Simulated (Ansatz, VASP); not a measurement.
## One calculation of MgB, two programs

The input INCAR:

```
SYSTEM = MgB
PREC = Accurate
ENCUT = 520
EDIFF = 1E-6
ISMEAR = -1
SIGMA = 0.05
LREAL = .False.
LASPH = .True.
NELM = 100
ALGO = Normal
ISIF = 2
LWAVE = .False.
LCHARG = .True.
GGA = CA
LELF = .True.
LVHAR = .True.
NBANDS = 10
```

Contents of KPOINTS:

```
Automatic mesh
0
Gamma
  11 11 11
  0 0 0
```

File POSCAR:

```
MgB
1.0
    2.8930974391      0.0000000000      0.0000000000
    0.0000000000      2.8930974391      0.0000000000
    0.0000000000      0.0000000000      2.8930974391
B Mg
1 1
Direct
    0.0000000000      0.0000000000      0.0000000000
    0.5000000000      0.5000000000      0.5000000000
```

Input for Ansatz:

```yaml
crystal:
  lattice:
    - [2.8930974391, 0.0, 0.0]
    - [0.0, 2.8930974391, 0.0]
    - [0.0, 0.0, 2.8930974391]
  atoms:
    - { symbol: B, position: [0.0, 0.0, 0.0] }
    - { symbol: Mg, position: [0.5, 0.5, 0.5] }
kpoints:
  mp_grid: { grid: [11, 11, 11] }
  band_path:
    path:
      - [0.0, 0.0, 0.0]
      - [0.0, 0.5, 0.0]
      - [0.5, 0.5, 0.0]
      - [0.0, 0.0, 0.0]
      - [0.5, 0.5, 0.5]
      - [0.0, 0.5, 0.0]
      - [0.5, 0.5, 0.5]
      - [0.5, 0.5, 0.0]
    npoints: 5
scf:
  occupations: { method: fermi_dirac, width: 0.05 }
hamiltonian:
  xc: lda
  pseudopotentials: { kind: all_electron, lapw: { basis_error: 0.00025 } }
output:
  forces: true
  stress: true
  eigenvalues: true
```

Alike in both runs: task single point; functional LDA; k mesh 11 × 11 × 11; occupations fermi-dirac, width 0.05 eV; no spin polarisation.

```csv
,VASP,Ansatz
version,VASP 6.6.1,Ansatz 0.2.0
potentials or method,"VASP PAW LDA potentials, release 64 (B, Mg)","all-electron LAPW, scalar-relativistic"
plane-wave cutoff (eV),520,see its input
```

```tsv
	VASP	Ansatz	Ansatz less VASP
pressure (GPa)	-5.8	-5.2	+0.60
```

Ansatz ran all-electron here, so the differences hold the error of VASP's frozen core and of both bases.
